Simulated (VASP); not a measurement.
# SiC: structure and properties in VASP, part 2 of 6

How well does LDA reproduce what experiment finds for SiC? The cell is relaxed first, and properties follow on it. The start is a computed cell from the Materials Project.

VASP 6.6.1; LDA; plane waves and PAW (Si, C).

So far, gap on the k-mesh (eV): step 2 (full relaxation (LDA)) 2.17. The relaxed cell has a = 3.060, c = 10.019 Å (conventional setting).

## (3) Second relaxation

A relaxation keeps the plane waves of the cell it began with, so it is repeated from the new cell, on a basis made for it.

File INCAR:

```
SYSTEM = SiC
PREC = Accurate
ENCUT = 520
EDIFF = 1E-06
NELM = 100
ISMEAR = 0
SIGMA = 0.05
LREAL = .FALSE.
ALGO = Normal
GGA = CA
NBANDS = 24
LORBIT = 11
LWAVE = .FALSE.
LCHARG = .FALSE.
KPAR = 4
IBRION = 2
NSW = 60
ISIF = 3
EDIFFG = -0.01
```

File POSCAR:

```
SiC
1.0
    3.0601616548      0.0000000000      0.0000000000
   -1.5300808274      2.6501777327      0.0000000000
    0.0000000000      0.0000000000     10.0188447014
Si C
4 4
Direct
    0.6666666700      0.3333333300      0.9378538809
    0.3333333300      0.6666666700      0.4378538809
    0.0000000000      0.0000000000      0.6878883150
    0.0000000000      0.0000000000      0.1878883150
    0.6666666700      0.3333333300      0.7498021029
    0.3333333300      0.6666666700      0.2498021029
    0.0000000000      0.0000000000      0.5004547013
    0.0000000000      0.0000000000      0.0004547013
```

File KPOINTS:

```
Automatic mesh
0
Gamma
8 8 3
0 0 0
```

The projector-augmented-wave data sets are Si and C (LDA family, release 64).

The run is started by

```sh
mpirun -np 4 vasp_std
```

Output:

```text
[... set-up lines as in an earlier step ...]
 entering main loop
       N       E                     dE             d eps       ncg     rms          rms(c)
DAV:   1     0.709769465400E+02    0.70977E+02   -0.14509E+04   960   0.120E+03
DAV:   2    -0.677281362164E+02   -0.13871E+03   -0.12879E+03  1328   0.201E+02
DAV:   3    -0.748427257640E+02   -0.71146E+01   -0.70587E+01  1280   0.441E+01
DAV:   4    -0.749444289110E+02   -0.10170E+00   -0.10161E+00  1240   0.624E+00
DAV:   5    -0.749464867224E+02   -0.20578E-02   -0.20572E-02  1272   0.837E-01    0.185E+01
DAV:   6    -0.669252578757E+02    0.80212E+01   -0.23840E+01  1224   0.220E+01    0.853E+00
DAV:   7    -0.666603676378E+02    0.26489E+00   -0.22347E+00  1344   0.701E+00    0.339E+00
DAV:   8    -0.665893030105E+02    0.71065E-01   -0.13894E-01  1192   0.183E+00    0.111E+00
DAV:   9    -0.665782930410E+02    0.11010E-01   -0.19564E-02  1248   0.750E-01    0.159E-01
DAV:  10    -0.665783875067E+02   -0.94466E-04   -0.95211E-04  1224   0.176E-01    0.852E-02
DAV:  11    -0.665783966052E+02   -0.90985E-05   -0.33388E-05  1240   0.389E-02    0.217E-02
DAV:  12    -0.665783920003E+02    0.46049E-05   -0.90264E-06  1240   0.148E-02    0.984E-03
DAV:  13    -0.665783914946E+02    0.50568E-06   -0.23410E-06  1040   0.705E-03
   1 F= -.66578391E+02 E0= -.66578391E+02  d E =-.665784E+02
 curvature:   0.00 expect dE= 0.000E+00 dE for cont linesearch  0.000E+00
 trial: gam= 0.00000 g(F)=  0.215E-05 g(S)=  0.433E-05 ort = 0.000E+00 (trialstep = 0.100E+01)
 search vector abs. value=  0.648E-05
 reached required accuracy - stopping structural energy minimisation
```

Run time: 13 s. Hardware: 4 MPI ranks of Intel Xeon Platinum 8488C (Sapphire Rapids), shared host; peak memory 0.71 GiB; 49 s of CPU time.

Parts of OUTCAR (step 3):

```text
  LATTYP: Found a hexagonal cell.
 ALAT       =     3.0601616548
 C/A-ratio  =     3.2739592974

 Found     20 irreducible k-points:

   ENCUT  =  520.0 eV  38.22 Ry    6.18 a.u.   5.69  5.69 18.63*2*pi/ulx,y,z

   NELECT =      32.0000    total number of electrons

 E-fermi :   8.5689

 k-point     1 :       0.0000    0.0000    0.0000
  band No.  band energies     occupation
    ...
     12       7.7543      2.00000
     13       7.7543      2.00000
     14       8.2874      2.00000
     15       8.3410      2.00000
     16       8.3410      2.00000
     17      13.5472      0.00000
     18      14.1179      0.00000
     19      14.7550      0.00000
     20      14.8786      0.00000
     21      15.3147      0.00000
    ...

 k-point     2 :       0.1250   -0.0000    0.0000
  band No.  band energies     occupation
    ...
     12       7.3088      2.00000
     13       7.3890      2.00000
     14       7.4139      2.00000
     15       8.1029      2.00000
     16       8.2132      2.00000
     17      13.5983      0.00000
     18      14.2632      0.00000
     19      14.3756      0.00000
     20      15.0921      0.00000
     21      15.3910      0.00000
    ...

  Total        0.0075644      0.0075644     -0.0245650      0.0000000      0.0000000      0.0000000
  in kB        0.1491578      0.1491578     -0.4843848      0.0000000      0.0000000      0.0000000
  external PRESSURE =      -0.0620231 kB  Pullay stress =       0.0000000 kB

  energy-cutoff  :      520.00
  volume of cell :       81.25
      direct lattice vectors                 reciprocal lattice vectors
     3.060161655  0.000000000  0.000000000     0.326780122  0.188666592  0.000000000
    -1.530080827  2.650177733  0.000000000     0.000000000  0.377333183  0.000000000
     0.000000000  0.000000000 10.018844701     0.000000000  0.000000000  0.099811907

 POSITION                                       TOTAL-FORCE (eV/Angst)
 -----------------------------------------------------------------------------------
      1.53008      0.88339      9.39621         0.000000      0.000000     -0.003308
     -0.00000      1.76679      4.38679        -0.000000      0.000000     -0.003308
      0.00000      0.00000      6.89185         0.000000     -0.000000      0.002681
      0.00000      0.00000      1.88242        -0.000000      0.000000      0.002681
      1.53008      0.88339      7.51215        -0.000000      0.000000      0.001725
     -0.00000      1.76679      2.50273         0.000000      0.000000      0.001725
      0.00000      0.00000      5.01398        -0.000000     -0.000000     -0.001099
      0.00000      0.00000      0.00456        -0.000000      0.000000     -0.001099
 -----------------------------------------------------------------------------------
    total drift:                               -0.000000     -0.000000      0.000279

  FREE ENERGIE OF THE ION-ELECTRON SYSTEM (eV)
  ---------------------------------------------------
  free  energy   TOTEN  =       -66.5783914946 eV

  energy  without entropy=      -66.5783914946  energy(sigma->0) =      -66.57839149

 total charge
# of ion       s       p       d       tot
------------------------------------------
    1        0.714   0.995   0.000   1.709
    2        0.714   0.995   0.000   1.709
    3        0.715   0.994   0.000   1.709
    4        0.715   0.994   0.000   1.709
    5        0.831   1.729   0.000   2.559
    6        0.831   1.729   0.000   2.559
    7        0.830   1.727   0.000   2.557
    8        0.830   1.727   0.000   2.557
--------------------------------------------------
tot          6.181  10.889   0.000  17.070

[... 5 parts as in an earlier step ...]

[... 7 further parts left out ...]
```

CONTCAR:

```
SiC
   1.00000000000000
     3.0601616547999999    0.0000000000000000    0.0000000000000000
    -1.5300808274000000    2.6501777327000000    0.0000000000000000
     0.0000000000000000    0.0000000000000000   10.0188447014000008
  Si              C
     4     4
Direct
     0.6666666699999979    0.3333333300000021    0.9378538809000005
     0.3333333300000021    0.6666666699999979    0.4378538809000005
     0.0000000000000000    0.0000000000000000    0.6878883150000021
     0.0000000000000000    0.0000000000000000    0.1878883150000021
     0.6666666699999979    0.3333333300000021    0.7498021028999986
     0.3333333300000021    0.6666666699999979    0.2498021028999986
     0.0000000000000000    0.0000000000000000    0.5004547013000007
     0.0000000000000000    0.0000000000000000    0.0004547013000007
```

Little changed from the start: no atom moved by 0.005 Å and no cell edge by 0.1 %.

Numbers from this step:

| Property | Result |
| --- | --- |
| free energy (TOTEN) | -66.5784 eV |
| pressure | -0.006202 GPa |
| SCF cycles over all ionic steps | 13 |

It ends with a largest force of 0.003 eV/Å and a pressure of -0.01 GPa. The volume moved by under 0.01 %: the run met its threshold at the first step.

## (4) Density, ELF and potential (LDA)

The relaxed cell gets a fresh self-consistent run, on a basis set for its own volume, to fix the density and to check the remaining stress.

INCAR, as its differences from that of step 3:

```diff
@@ -13,7 +13,5 @@
 LWAVE = .FALSE.
-LCHARG = .FALSE.
-KPAR = 4
-IBRION = 2
-NSW = 60
-ISIF = 3
-EDIFFG = -0.01
+LCHARG = .TRUE.
+ISIF = 2
+LELF = .TRUE.
+LVHAR = .TRUE.
```

POSCAR is that of step 3.

KPOINTS is that of step 3.

The run is started by

```sh
mpirun -np 4 vasp_std
```

Output:

```text
[banner, memory and clock lines left out]
running    4 mpi-ranks, on    1 nodes
 distrk:  each k-point on    4 cores,    1 groups
 distr:  one band on    1 cores,    4 groups

 POSCAR found type information on POSCAR SiC
 POSCAR found :  2 types and       8 ions
 LDA part: xc-table for (Slater(with rela. corr.)+CA(PZ))
 , standard interpolation
 POSCAR, INCAR and KPOINTS ok, starting setup
 FFT: planning ... GRIDC
 FFT: planning ... GRID_SOFT
 FFT: planning ... GRID
 WAVECAR not read
 entering main loop
       N       E                     dE             d eps       ncg     rms          rms(c)
DAV:   1     0.709769465406E+02    0.70977E+02   -0.14509E+04   960   0.120E+03
DAV:   2    -0.677281362163E+02   -0.13871E+03   -0.12879E+03  1328   0.201E+02
DAV:   3    -0.748427257642E+02   -0.71146E+01   -0.70587E+01  1280   0.441E+01
[... 2 cycles as in an earlier step ...]
DAV:   6    -0.669252578758E+02    0.80212E+01   -0.23840E+01  1224   0.220E+01    0.853E+00
[... 1 cycle as in an earlier step ...]
DAV:   8    -0.665893030106E+02    0.71065E-01   -0.13894E-01  1192   0.183E+00    0.111E+00
[... 1 cycle as in an earlier step ...]
DAV:  10    -0.665783875066E+02   -0.94466E-04   -0.95211E-04  1224   0.176E-01    0.852E-02
DAV:  11    -0.665783966052E+02   -0.90986E-05   -0.33388E-05  1240   0.389E-02    0.217E-02
[... 1 cycle as in an earlier step ...]
DAV:  13    -0.665783914946E+02    0.50572E-06   -0.23410E-06  1040   0.705E-03
   1 F= -.66578391E+02 E0= -.66578391E+02  d E =-.281267E-12
```

The job ended after 13 s (4 MPI ranks; peak memory 0.51 GiB; 50 s of CPU time).

OUTCAR, selected parts (step 4):

```text
 Found     20 irreducible k-points:

   NELECT =      32.0000    total number of electrons

 E-fermi :   8.5689

  Total        0.0075644      0.0075644     -0.0245650      0.0000000      0.0000000      0.0000000
  in kB        0.1491579      0.1491579     -0.4843848      0.0000000      0.0000000      0.0000000
  external PRESSURE =      -0.0620230 kB  Pullay stress =       0.0000000 kB

 POSITION                                       TOTAL-FORCE (eV/Angst)
 -----------------------------------------------------------------------------------
      1.53008      0.88339      9.39621        -0.000000      0.000000     -0.003308
     -0.00000      1.76679      4.38679         0.000000      0.000000     -0.003308
      0.00000      0.00000      6.89185        -0.000000      0.000000      0.002681
      0.00000      0.00000      1.88242         0.000000     -0.000000      0.002681
      1.53008      0.88339      7.51215         0.000000     -0.000000      0.001725
     -0.00000      1.76679      2.50273        -0.000000      0.000000      0.001725
      0.00000      0.00000      5.01398        -0.000000      0.000000     -0.001099
      0.00000      0.00000      0.00456         0.000000      0.000000     -0.001099
 -----------------------------------------------------------------------------------
    total drift:                               -0.000000     -0.000000      0.000279

[... 19 parts as in an earlier step ...]
```

This step gave:

```
SCF cycles : 13
```

Valence electrons inside each PAW sphere by angular momentum. Sphere charges, by row:

```
atom  s (e)  p (e)  d (e)  tot (e)
 Si1  0.714  0.995      0    1.709
 Si2  0.714  0.995      0    1.709
 Si3  0.715  0.994      0    1.709
 Si4  0.715  0.994      0    1.709
  C5  0.831  1.729      0    2.559
  C6  0.831  1.729      0    2.559
  C7   0.83  1.727      0    2.557
  C8   0.83  1.727      0    2.557
```

Valence density in the ac plane at fractional y = 0.000, with atoms of Si and C within 0.2 Å of it. It is the smooth field of the valence electrons, not physical close to the nuclei.

Values in e/Å³, 24 rows by 16 columns, each cell a mean:
```
 1.6  1.6  1.5  1.2  0.8  0.6  0.4  0.3  0.3  0.3  0.4  0.6  0.8  1.2  1.5  1.6
 0.8  0.8  0.7  0.6  0.5  0.4  0.3  0.3  0.3  0.3  0.3  0.4  0.5  0.6  0.7  0.8
 0.2  0.2  0.2  0.2  0.2  0.2  0.2  0.2  0.2  0.2  0.2  0.2  0.2  0.2  0.2  0.2
 0.1  0.1  0.1  0.1  0.2  0.2  0.2  0.2  0.2  0.2  0.2  0.2  0.2  0.1  0.1  0.1
 0.2  0.2  0.2  0.2  0.2  0.3  0.3  0.3  0.3  0.3  0.3  0.3  0.2  0.2  0.2  0.2
 0.2  0.3  0.3  0.4  0.4  0.4  0.5  0.5  0.5  0.5  0.5  0.4  0.4  0.4  0.3  0.3
 0.0  0.1  0.3  0.5  0.5  0.5  0.5  0.5  0.5  0.5  0.5  0.5  0.5  0.5  0.3  0.1
-0.1  0.0  0.2  0.4  0.4  0.4  0.4  0.3  0.3  0.3  0.4  0.4  0.4  0.4  0.2  0.0
 0.5  0.4  0.4  0.4  0.3  0.2  0.2  0.2  0.2  0.2  0.2  0.2  0.3  0.4  0.4  0.4
 0.9  0.8  0.7  0.5  0.3  0.2  0.1  0.1  0.1  0.1  0.1  0.2  0.3  0.5  0.7  0.8
 1.5  1.4  1.1  0.8  0.5  0.3  0.2  0.2  0.1  0.2  0.2  0.3  0.5  0.8  1.1  1.4
 1.6  1.7  1.6  1.2  0.8  0.5  0.4  0.3  0.2  0.3  0.4  0.5  0.8  1.2  1.6  1.7
 1.6  1.6  1.5  1.1  0.8  0.6  0.4  0.3  0.3  0.3  0.4  0.6  0.8  1.1  1.5  1.6
 0.8  0.8  0.7  0.6  0.5  0.4  0.3  0.3  0.3  0.3  0.3  0.4  0.5  0.6  0.7  0.8
 0.2  0.2  0.2  0.2  0.2  0.2  0.2  0.2  0.2  0.2  0.2  0.2  0.2  0.2  0.2  0.2
 0.1  0.1  0.1  0.1  0.2  0.2  0.2  0.2  0.2  0.2  0.2  0.2  0.2  0.1  0.1  0.1
 0.2  0.2  0.2  0.2  0.2  0.3  0.3  0.3  0.3  0.3  0.3  0.3  0.2  0.2  0.2  0.2
 0.2  0.3  0.3  0.4  0.4  0.4  0.5  0.5  0.5  0.5  0.5  0.4  0.4  0.4  0.3  0.3
 0.0  0.1  0.3  0.5  0.5  0.5  0.5  0.5  0.5  0.5  0.5  0.5  0.5  0.5  0.3  0.1
-0.1  0.0  0.2  0.4  0.4  0.4  0.4  0.3  0.3  0.3  0.4  0.4  0.4  0.4  0.2  0.0
 0.4  0.4  0.4  0.4  0.3  0.2  0.2  0.2  0.2  0.2  0.2  0.2  0.3  0.4  0.4  0.4
 0.9  0.8  0.7  0.5  0.3  0.2  0.1  0.1  0.1  0.1  0.1  0.2  0.3  0.5  0.7  0.8
 1.6  1.4  1.1  0.8  0.5  0.3  0.2  0.2  0.1  0.2  0.2  0.3  0.5  0.8  1.1  1.4
 1.6  1.7  1.6  1.2  0.8  0.5  0.4  0.3  0.2  0.3  0.4  0.5  0.8  1.2  1.6  1.7
```
Columns run along a (3.1 Å), rows up along c (10.0 Å). Atoms in or near the plane, at fractional coordinates: Si at (0.00, 0.69), Si at (0.00, 0.19), C at (0.00, 0.50), C at (0.00, 0.00).

Electrostatic potential energy in the ac plane at fractional y = 0.000, with atoms of Si and C within 0.2 Å of it. With pseudopotentials it is smooth inside the atoms' cores, unlike the true potential.

Ten even steps from '_' (-85 eV) to '@' (2 eV), each cell a mean:
```
++==++%%@@@@@@%%%%%%@@@@@@%%++==
%%%%@@@@@@@@%%%%%%%%@@@@@@@@@@%%
@@@@@@@@@@@@@@@@@@@@@@@@@@@@@@@@
@@@@@@@@@@@@@@@@@@@@@@@@@@@@@@@@
@@@@@@@@@@@@@@@@@@@@@@@@@@@@@@@@
****##%%@@@@@@@@@@@@@@@@@@%%##**
____::++%%@@@@@@@@@@@@@@%%++::__
______--##@@@@@@@@@@@@@@##--____
::--==##%%@@@@@@@@@@@@@@%%##==--
%%%%%%@@@@@@@@@@@@@@@@@@@@@@%%%%
****##@@@@@@@@@@@@@@@@@@@@@@##**
##++==##@@@@@@@@@@@@@@@@@@##==++
++++++%%@@@@@@%%%%%%@@@@@@%%++++
%%%%@@@@@@@@@@%%%%%%%%@@@@@@@@%%
@@@@@@@@@@@@@@@@@@@@@@@@@@@@@@@@
@@@@@@@@@@@@@@@@@@@@@@@@@@@@@@@@
@@@@@@@@@@@@@@@@@@@@@@@@@@@@@@@@
****##%%@@@@@@@@@@@@@@@@@@%%##**
____::++%%@@@@@@@@@@@@@@%%++::__
______--##@@@@@@@@@@@@@@##--____
::--==##%%@@@@@@@@@@@@@@%%##==--
%%%%%%@@@@@@@@@@@@@@@@@@@@@@%%%%
++**##@@@@@@@@@@@@@@@@@@@@@@##**
##++==##@@@@@@@@@@@@@@@@@@##==++
```
Columns run along a (3.1 Å; values clipped at the 3rd and 97th percentile), rows up along c (10.0 Å). Atoms in or near the plane, at fractional coordinates: Si at (0.00, 0.69), Si at (0.00, 0.19), C at (0.00, 0.50), C at (0.00, 0.00).

ELF in the ac plane at fractional y = 0.000, with atoms of Si and C within 0.2 Å of it. It is the smooth field of the valence electrons, not physical close to the nuclei.

Values, 24 rows by 16 columns, each cell a mean:
```
0.26 0.39 0.66 0.82 0.85 0.83 0.71 0.49 0.38 0.49 0.71 0.83 0.85 0.82 0.66 0.39
0.63 0.66 0.71 0.74 0.74 0.69 0.56 0.38 0.30 0.38 0.56 0.69 0.74 0.74 0.71 0.66
0.32 0.33 0.33 0.34 0.34 0.33 0.32 0.30 0.29 0.30 0.32 0.33 0.34 0.34 0.33 0.33
0.07 0.08 0.09 0.12 0.17 0.25 0.34 0.42 0.45 0.42 0.34 0.25 0.17 0.12 0.09 0.08
0.15 0.17 0.23 0.30 0.38 0.45 0.51 0.54 0.55 0.54 0.51 0.45 0.38 0.30 0.23 0.17
0.20 0.26 0.43 0.60 0.68 0.70 0.69 0.65 0.64 0.65 0.69 0.70 0.68 0.60 0.43 0.26
0.08 0.14 0.39 0.66 0.79 0.81 0.77 0.72 0.70 0.72 0.78 0.81 0.79 0.66 0.39 0.14
0.06 0.08 0.18 0.40 0.59 0.67 0.65 0.60 0.57 0.60 0.65 0.67 0.59 0.40 0.18 0.08
0.67 0.62 0.52 0.44 0.39 0.34 0.27 0.22 0.21 0.22 0.27 0.34 0.39 0.44 0.52 0.62
0.92 0.91 0.86 0.75 0.56 0.34 0.17 0.09 0.07 0.09 0.17 0.34 0.56 0.75 0.86 0.91
0.71 0.73 0.77 0.76 0.68 0.54 0.34 0.18 0.13 0.18 0.34 0.54 0.68 0.76 0.77 0.73
0.08 0.18 0.51 0.74 0.78 0.74 0.59 0.39 0.29 0.39 0.59 0.74 0.78 0.74 0.51 0.18
0.26 0.39 0.66 0.82 0.85 0.82 0.71 0.49 0.37 0.49 0.71 0.82 0.85 0.82 0.66 0.39
0.62 0.65 0.71 0.74 0.74 0.69 0.56 0.38 0.30 0.38 0.56 0.69 0.74 0.74 0.71 0.65
0.32 0.33 0.33 0.34 0.34 0.33 0.32 0.30 0.29 0.30 0.32 0.33 0.34 0.34 0.33 0.33
0.07 0.07 0.09 0.11 0.16 0.24 0.34 0.42 0.45 0.42 0.34 0.24 0.16 0.11 0.09 0.07
0.15 0.17 0.23 0.30 0.38 0.46 0.51 0.54 0.55 0.54 0.51 0.46 0.38 0.30 0.23 0.17
0.20 0.26 0.43 0.60 0.69 0.71 0.69 0.66 0.64 0.66 0.69 0.71 0.69 0.60 0.43 0.26
0.08 0.14 0.39 0.66 0.79 0.81 0.77 0.72 0.70 0.72 0.77 0.81 0.79 0.66 0.38 0.14
0.09 0.10 0.20 0.41 0.59 0.66 0.64 0.59 0.56 0.59 0.64 0.66 0.59 0.41 0.20 0.10
0.65 0.61 0.52 0.45 0.40 0.35 0.28 0.24 0.22 0.24 0.28 0.35 0.40 0.45 0.52 0.61
0.92 0.91 0.85 0.74 0.56 0.34 0.17 0.09 0.07 0.09 0.17 0.34 0.56 0.74 0.85 0.91
0.73 0.75 0.77 0.76 0.68 0.54 0.34 0.18 0.13 0.18 0.34 0.54 0.68 0.76 0.77 0.75
0.06 0.15 0.49 0.74 0.78 0.74 0.59 0.39 0.29 0.39 0.59 0.74 0.78 0.74 0.49 0.15
```
Columns run along a (3.1 Å), rows up along c (10.0 Å). Atoms in or near the plane, at fractional coordinates: Si at (0.00, 0.69), Si at (0.00, 0.19), C at (0.00, 0.50), C at (0.00, 0.00).

In this run the pressure is -0.01 GPa, small enough to go on.

(Continued in part 3 of 6.)

[Lines on the potential files, build, host, timing and source positions are cut from VASP's logs without a mark.]

[Logs are printed without paths, hosts, clocks, repeated set-up lines and the standing remarks that a program may print on its own settings, such as how far it seeks lower states.]

[Hosts, paths, dates, database ids (printed as entryN), source tags and the programs' standing remarks are cut or masked in the printed files.]

[Measured values are set beside computed ones only where the two were judged alike; some that the calculation misses by far are left out.]

[In band tables of VASP the shares of atoms and orbitals are scaled to a sum of 1 inside the atoms' spheres.]
